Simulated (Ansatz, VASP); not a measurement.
**Two plane-wave programs on CdSe**

The input INCAR:

```
SYSTEM = CdSe
PREC     = Accurate       ! precision mode
ENCUT    = 520            ! plane-wave cutoff, eV
EDIFF    = 1E-6           ! SCF threshold, eV
ISMEAR   = 0              ! smearing method
SIGMA    = 0.1            ! smearing width, eV
LREAL    = .FALSE.        ! projectors in reciprocal space
LASPH    = .TRUE.         ! aspherical terms in the spheres
NELM     = 100            ! most SCF steps
ALGO     = Normal         ! electronic algorithm
ISIF     = 2              ! what is computed and relaxed
LWAVE    = .FALSE.        ! write WAVECAR
LCHARG   = .FALSE.        ! write CHGCAR
GGA      = PE             ! functional
NBANDS   = 16             ! bands
```

The input KPOINTS:

```
Automatic mesh
0
G
  6 6 6
  0 0 0
```

File POSCAR:

```
CdSe
1.0
    3.7063108700      0.0000000000      0.0000000000
    0.0000000000      3.7063108700      0.0000000000
    0.0000000000      0.0000000000      3.7063108700
Cd Se
1 1
Direct
    0.0000000000      0.0000000000      0.0000000000
    0.5000000000      0.5000000000      0.5000000000
```

Input for Ansatz:

```yaml
crystal:
  lattice:
    - [3.70631087, 0.0, 0.0]
    - [0.0, 3.70631087, 0.0]
    - [0.0, 0.0, 3.70631087]
  atoms:
    - { symbol: Cd, position: [0.0, 0.0, 0.0] }
    - { symbol: Se, position: [0.5, 0.5, 0.5] }
basis:
  ecutwfc: 420
kpoints:
  mp_grid: { grid: [6, 6, 6] }
hamiltonian:
  xc: pbe
scf:
  occupations: { method: gaussian, width: 0.1 }
  lower_state_search: "off"
output:
  forces: true
  stress: true
  eigenvalues: true
```

Change from the starting cell: species swapped into the CsI type (Pm-3m, No. 221).

Alike in both runs: task single point; functional PBE; k mesh 6 × 6 × 6; occupations gaussian, width 0.1 eV; no spin polarisation.

```csv
,VASP,Ansatz
version,VASP 6.6.1,Ansatz 0.2.0
potentials or method,"VASP PAW PBE potentials, release 64 (Cd, Se)","scalar-relativistic, plane waves, PAW"
plane-wave cutoff (eV),520,420
valence electrons in the cell,18,36
```

VASP gave:

| Item | Value |
| --- | --- |
| gap on the k mesh at the Fermi level (eV) | none |
| pressure (GPa) | -5.2 |

Problem. Which values does Ansatz return?

Solution. gap on the k mesh at the Fermi level (eV): none; pressure (GPa): -5.3.

A gap of «none» marks a metal or a gap that the smearing closes. The two sets of potentials don't hold the same shells in valence.
